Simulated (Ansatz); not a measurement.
Planning a run of Ansatz 0.2.0 on BN (P6_3/mmc). The input:

```yaml
crystal:
  lattice:
    - [2.49824, 0.0, 0.0]
    - [-1.24912, 2.1635393048, 0.0]
    - [0.0, 0.0, 6.6357]
  atoms:
    - { symbol: B, position: [0.3333333333, 0.6666666667, 0.25] }
    - { symbol: B, position: [0.6666666667, 0.3333333333, 0.75] }
    - { symbol: "N", position: [0.3333333333, 0.6666666667, 0.75] }
    - { symbol: "N", position: [0.6666666667, 0.3333333333, 0.25] }
kpoints:
  mp_grid: { grid: [18, 18, 6] }
hamiltonian:
  xc: pbe
scf:
  occupations: { method: fixed }
  n_extra_bands: 24
output:
  optics: { e_range: [0, 30], de: 0.1, sigma: 0.2 }
```

The database entry behind the starting cell differs from later determinations by our own check (about 0.3 % short, minor phase), so it need not match the best structure at ambient conditions.

```sh
ansatz run input.yaml --threads 2 --pin off --max-ram 92160MiB --backend cuda --events-out ev --progress --plain --runs-dir out --devices 1 --max-vram 13GiB  # rebuilt from the run's record
```

Q: How long will it take on 1 × NVIDIA H100 80GB HBM3 (shared by 6 runs) with 2 threads of AMD EPYC 7R13 (Zen 3), shared host, and how much memory?

It took 18 s; on shared hardware allow 9.1 s to 37 s. Peak host memory was 1.3 GiB.

[Paths, hosts, dates, memory and timing lines, banners, echoed tables and standing remarks are left out of the program output.]

[Logs are printed without paths, hosts, clocks, repeated set-up lines and the standing remarks that a program may print on its own settings, such as how far it seeks lower states.]

[Runs of the session that timed out or met a known fault of the program may be left out.]

[Cells called generated may have been cut or substituted from an entry of the Crystallography Open Database or the Materials Project.]

[Hosts, paths, dates, database ids (printed as entryN), source tags and the programs' standing remarks are cut or masked in the printed files.]
